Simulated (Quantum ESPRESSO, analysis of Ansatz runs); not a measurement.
# A hop of O in HfO2 (P2_1/c), charge +2 (Quantum ESPRESSO), part 3 of 3

Wanted: path and barrier of a jump of O in HfO2 (P2_1/c) at charge +2. The case: V_O hop (2.5 Å), in a cell of 48 host atoms with 1 O taken out.

Quantum ESPRESSO 7.5; Quantum ESPRESSO plane-wave DFT, PBEsol, GBRV 1.5 PBEsol potentials; nudged elastic band between two relaxed defect structures at fixed charge in a uniform background.

So far: The starting structure; Relaxation of the start point, charge +2; Relaxation of the end point, charge +2.

### Step 4. Nudged elastic band, charge +2

3 movable images are laid between the ends by interpolation. Each image feels the true force across the path and a spring force along it. The highest image is set to climb to the top of the path.

This step: Quantum ESPRESSO plane-wave DFT, PBEsol, GBRV 1.5 PBEsol potentials; nudged elastic band between two relaxed defect structures at fixed charge in a uniform background.

File neb.in:

```
BEGIN
BEGIN_PATH_INPUT
&PATH
  restart_mode = 'from_scratch'
  string_method = 'neb'
  nstep_path = 45
  ds = 1.5
  opt_scheme = 'broyden'
  num_of_images = 5
  k_max = 0.3
  k_min = 0.2
  CI_scheme = 'auto'
  path_thr = 0.06
/
END_PATH_INPUT
BEGIN_ENGINE_INPUT
&CONTROL
  prefix = 'pwscf'
  outdir = './tmp'
  pseudo_dir = './pseudo'
  disk_io = 'low'
/
&SYSTEM
  ibrav = 0
  nat = 47
  ntyp = 2
  ecutwfc = 36
  ecutrho = 288
  nbnd = 192
  occupations = 'fixed'
  tot_charge = 2
  nosym = .true.
/
&ELECTRONS
  conv_thr = 5d-08
  electron_maxstep = 100
  mixing_beta = 0.5
/
ATOMIC_SPECIES
Hf   178.4900 hf_pbesol_v1.uspp.F.UPF
O     15.9990 o_pbesol_v1.2.uspp.F.UPF
CELL_PARAMETERS angstrom
  -5.9416700219    5.1632183080    5.1583953540
   4.2040263251   -5.1632183080    5.1655566081
   5.9416700219    5.1632183080   -5.1583953540
BEGIN_POSITIONS
FIRST_IMAGE
ATOMIC_POSITIONS crystal
Hf     0.0808218487    0.4885613201    0.8626283912
Hf     0.0854839232    0.9951307567    0.3707850511
Hf     0.5808369459    0.4911593624    0.3496486712
Hf     0.5857939681    0.9935859338    0.8729557915
Hf     0.3756728701    0.2577705128    0.8362807247
Hf     0.3720542026    0.7521450589    0.3348451370
Hf     0.8740557167    0.2580053963    0.3424051470
Hf     0.8948975778    0.7798046540    0.8612065578
Hf     0.4175505610    0.0083578178    0.1345512619
Hf     0.3982481301    0.5136914601    0.6355369539
Hf     0.9172782237    0.0054807118    0.6323098476
Hf     0.9166043802    0.5105525799    0.1372081455
Hf     0.1295595467    0.2503900275    0.1647277942
Hf     0.1198317522    0.7440671822    0.6613526944
Hf     0.6223230801    0.2169584291    0.6582775380
Hf     0.6274735186    0.7473997139    0.1591766529
O      0.3770011602    0.2286296563    0.5952490138
O      0.3612199950    0.7138309826    0.0945968569
O      0.8633628866    0.2130380739    0.0972684433
O      0.8517063668    0.7050257460    0.5991390971
O      0.3832017841    0.0370161509    0.8986988415
O      0.3889284439    0.5314575778    0.4022270591
O      0.8816058122    0.0354267805    0.3975929877
O      0.8517586045    0.5202667907    0.8599853363
O      0.1333040348    0.2866954827    0.4042623207
O      0.1397403987    0.7862303898    0.9068903272
O      0.6384443156    0.2777944814    0.9042806878
O      0.6376137487    0.7830433353    0.3985805564
O      0.1163190668    0.4677871387    0.1029929810
O      0.1198092364    0.9643942760    0.6011254324
O      0.6192421495    0.9675146399    0.1024641421
O      0.3413087743    0.2127129781    0.1912469025
O      0.3339865451    0.7146438383    0.6930320092
O      0.8401457263    0.2038677743    0.6907518330
O      0.8387403785    0.7128353811    0.1839683548
O      0.4795827496    0.0375467611    0.3795332190
O      0.4758001617    0.5421473099    0.8782933411
O      0.9902514158    0.0503525442    0.8840660478
O      0.9726734540    0.5414931790    0.3767883692
O      0.1635625017    0.2907515052    0.8066068122
O      0.1629304089    0.7914933032    0.3106690000
O      0.6644867357    0.2935323859    0.3271080539
O      0.6554294865    0.7612048403    0.7876352213
O      0.0244904832    0.4609325312    0.6231122282
O      0.0305489314    0.9705936815    0.1311674781
O      0.5250422839    0.4588442848    0.1161775982
O      0.5227082446    0.9476470213    0.6223908626
INTERMEDIATE_IMAGE
ATOMIC_POSITIONS crystal
Hf     0.0821976528    0.4882560602    0.8638780970
Hf     0.0833483410    0.9925835574    0.3687231396
[... 45 atom lines left out ...]
INTERMEDIATE_IMAGE
ATOMIC_POSITIONS crystal
Hf     0.0835734568    0.4879508002    0.8651278028
Hf     0.0812127587    0.9900363580    0.3666612281
[... 45 atom lines left out ...]
INTERMEDIATE_IMAGE
ATOMIC_POSITIONS crystal
Hf     0.0849492609    0.4876455403    0.8663775086
Hf     0.0790771765    0.9874891587    0.3645993166
[... 45 atom lines left out ...]
LAST_IMAGE
ATOMIC_POSITIONS crystal
Hf     0.0863250650    0.4873402804    0.8676272144
Hf     0.0769415943    0.9849419594    0.3625374051
Hf     0.5792218110    0.4942281713    0.3659338232
Hf     0.5804227699    1.0184472944    0.8795070112
[... 3 atom lines left out ...]
Hf     0.8984425800    0.7542123801    0.8427494633
[... 1 atom line left out ...]
Hf     0.3909777078    0.4858005523    0.6138214097
[... 6 atom lines left out ...]
O      0.3581929624    0.2124523112    0.5906762118
[... 2 atom lines left out ...]
O      0.8684666393    0.7094938431    0.5917421950
[... 1 atom line left out ...]
O      0.3759745513    0.5334229552    0.3978284620
[... 1 atom line left out ...]
O      0.8853969378    0.5308162323    0.8952916359
[... 8 atom lines left out ...]
O      0.3639279358    0.7237338034    0.7030433816
[... 3 atom lines left out ...]
O      0.4830634227    0.5475397915    0.8749819969
O      0.9395089847    0.0203235984    0.8623937176
[... 4 atom lines left out ...]
O      0.6246883015    0.5097535141    0.6327212179
[... 3 atom lines left out ...]
O      0.5281272612    0.9656401649    0.6307522118
END_POSITIONS
K_POINTS gamma
END_ENGINE_INPUT
END
```

Run with:

```sh
$ OMP_NUM_THREADS=1 mpirun -n 4 neb.x -ni 2 -inp neb.in > neb.out
```

The log of the run:

```text
[shortened: banners, details of potentials and solvers, and blank lines are left out]
[banner, memory and clock lines left out]
     path-images division:  nimage    =       2
     initial path length           =  4.1000 bohr
     initial inter-image distance  =  1.0250 bohr
     string_method                 =    neb
     restart_mode                  =    from_scratch
     opt_scheme                    =    broyden
     num_of_images                 =    5
     nstep_path                    =    45
     CI_scheme                     =    auto
     first_last_opt                =    F
     use_freezing                  =    F
     ds                            =    1.5000 a.u.
     k_max                         =    0.3000 a.u.
     k_min                         =    0.2000 a.u.
     path_thr                      =    0.0600 eV / A
     ------------------------------ iteration   1 ------------------------------
     activation energy (->) =   0.344761 eV
     activation energy (<-) =   1.283227 eV
     image        energy (eV)        error (eV/A)        frozen
         1     -48236.2589392            0.022202            T
         2     -48235.9141785            1.600360            F
         3     -48235.9212273            2.279699            F
         4     -48236.6669019            1.097388            F
         5     -48237.1974056            0.027905            T
     climbing image =  2
     path length          =  4.100 bohr
     inter-image distance =  1.025 bohr
     ------------------------------ iteration   2 ------------------------------
     activation energy (->) =   0.215912 eV
     activation energy (<-) =   1.154379 eV
     image        energy (eV)        error (eV/A)        frozen
         1     -48236.2589392            0.022202            T
         2     -48236.0430270            0.413314            F
         3     -48236.1730723            0.596011            F
         4     -48236.7436744            0.525894            F
         5     -48237.1974056            0.027905            T
     climbing image =  2
     path length          =  4.124 bohr
[...]
------------------------------ iteration   3 ------------------------------
     activation energy (->) =   0.178588 eV
     activation energy (<-) =   1.117055 eV
     image        energy (eV)        error (eV/A)        frozen
         1     -48236.2589392            0.022202            T
         2     -48236.0803511            0.278575            F
         3     -48236.2312319            0.499141            F
         4     -48236.7627391            0.371191            F
         5     -48237.1974056            0.027905            T
     climbing image =  2
     path length          =  4.138 bohr
[...]
------------------------------ iteration   4 ------------------------------
     activation energy (->) =   0.151067 eV
     activation energy (<-) =   1.089533 eV
     image        energy (eV)        error (eV/A)        frozen
         1     -48236.2589392            0.022202            T
         2     -48236.1078726            0.133759            F
         3     -48236.2695139            0.350255            F
         4     -48236.7727406            0.244267            F
         5     -48237.1974056            0.027905            T
     climbing image =  2
     path length          =  4.188 bohr
[...]
------------------------------ iteration   5 ------------------------------
     activation energy (->) =   0.144172 eV
     activation energy (<-) =   1.082638 eV
     image        energy (eV)        error (eV/A)        frozen
         1     -48236.2589392            0.022202            T
         2     -48236.1147671            0.090698            F
         3     -48236.2865676            0.239322            F
         4     -48236.7847954            0.203126            F
         5     -48237.1974056            0.027905            T
     climbing image =  2
     path length          =  4.200 bohr
[...]
------------------------------ iteration   6 ------------------------------
     activation energy (->) =   0.135872 eV
     activation energy (<-) =   1.074339 eV
     image        energy (eV)        error (eV/A)        frozen
         1     -48236.2589392            0.022202            T
         2     -48236.1230669            0.079632            F
         3     -48236.3043568            0.310376            F
         4     -48236.8081939            0.221666            F
         5     -48237.1974056            0.027905            T
     climbing image =  2
     path length          =  4.233 bohr
[...]
------------------------------ iteration   7 ------------------------------
     activation energy (->) =   0.134905 eV
     activation energy (<-) =   1.073372 eV
     image        energy (eV)        error (eV/A)        frozen
         1     -48236.2589392            0.022202            T
         2     -48236.1240340            0.098173            F
         3     -48236.3231845            0.353398            F
         4     -48236.8380555            0.267416            F
         5     -48237.1974056            0.027905            T
     climbing image =  2
     path length          =  4.389 bohr
[...]
------------------------------ iteration   8 ------------------------------
     activation energy (->) =   0.130008 eV
     activation energy (<-) =   1.068474 eV
     image        energy (eV)        error (eV/A)        frozen
         1     -48236.2589392            0.022202            T
         2     -48236.1289317            0.064553            F
         3     -48236.3307639            0.106804            F
         4     -48236.8418069            0.164003            F
         5     -48237.1974056            0.027905            T
     climbing image =  2
     path length          =  4.313 bohr
[...]
------------------------------ iteration   9 ------------------------------
     activation energy (->) =   0.129241 eV
     activation energy (<-) =   1.067707 eV
     image        energy (eV)        error (eV/A)        frozen
         1     -48236.2589392            0.022202            T
         2     -48236.1296984            0.056728            F
         3     -48236.3346405            0.089472            F
         4     -48236.8477731            0.124161            F
         5     -48237.1974056            0.027905            T
     climbing image =  2
     path length          =  4.318 bohr
[...]
------------------------------ iteration  10 ------------------------------
     activation energy (->) =   0.127832 eV
     activation energy (<-) =   1.066298 eV
     image        energy (eV)        error (eV/A)        frozen
         1     -48236.2589392            0.022202            T
         2     -48236.1311072            0.028074            F
         3     -48236.3425011            0.055624            F
         4     -48236.8610995            0.046959            F
         5     -48237.1974056            0.027905            T
     climbing image =  2
     path length          =  4.327 bohr
     inter-image distance =  1.082 bohr
     neb: convergence achieved in  10 iterations
```

Run time: 20 min. Hardware: 4 MPI ranks of Arm Neoverse V1, shared host; peak memory 2.4 GiB; 79 min of CPU time.

Images along the path:

```
image  path (Å)  energy (eV)     O43: x, y, z (Å)
    0     0.000       0.0000  3.986, 3.521, 3.250
    1     0.609       0.1278  3.500, 3.550, 3.126
    2     1.082      -0.0836  3.090, 3.587, 3.011
    3     1.626      -0.6022  2.630, 3.668, 2.846
    4     2.290      -0.9385  2.191, 3.860, 2.592
```

Read from the output:

| Item | Value |
| --- | --- |
| barrier forward | 0.1278 eV |
| barrier backward | 1.066 eV |
| end less start | -0.9385 eV |
| hop length | 1.942 Å |

The band met its tolerance of 0.06 eV/Å after 10 iterations, with image 1 on top (the start counts as 0). O43, which moves farthest between the ends, has 3 Hf at 2.01 to 2.24 Å nearest at the start and 2 Hf at 1.96 Å at the top.

### Step 5. Outcome

```yaml
barrier_forward: 0.13 eV
barrier_backward: 1.07 eV
end_less_start: -0.94 eV
hop_length: 1.94 Å
band_iterations_as_the_log_counts_them: 10
```

**Reading.** The top of the band lies 0.13 eV above the start and 1.07 eV above the end. In the end relaxations the farther half of the atoms moved by 0.13 Å r.m.s. or more, so the host itself may distort at this sampling, and part of the barrier may belong to that. The ends differ by 0.94 eV, so they aren't like places or like states; the smaller barrier is only the way out of the higher one. The order of the top as a saddle was not checked for all atoms, so a bent path could be lower. No image-charge correction is applied; it largely cancels along a path if the charge stays localised alike. What this leaves open: sampling at the zone centre alone can move energies of charged and open-shell states by tenths of an eV or more in cells of this size; periodic copies of the defect are only 8.4 Å apart; spin–orbit coupling, which can matter with heavy atoms, is left out. The cutoff of 36 Ry is under the 40 Ry advised for these potentials.

[Logs are printed without paths, hosts, clocks, repeated set-up lines and the standing remarks that a program may print on its own settings, such as how far it seeks lower states.]

[Hosts, paths, dates, database ids (printed as entryN), source tags and the programs' standing remarks are cut or masked in the printed files.]
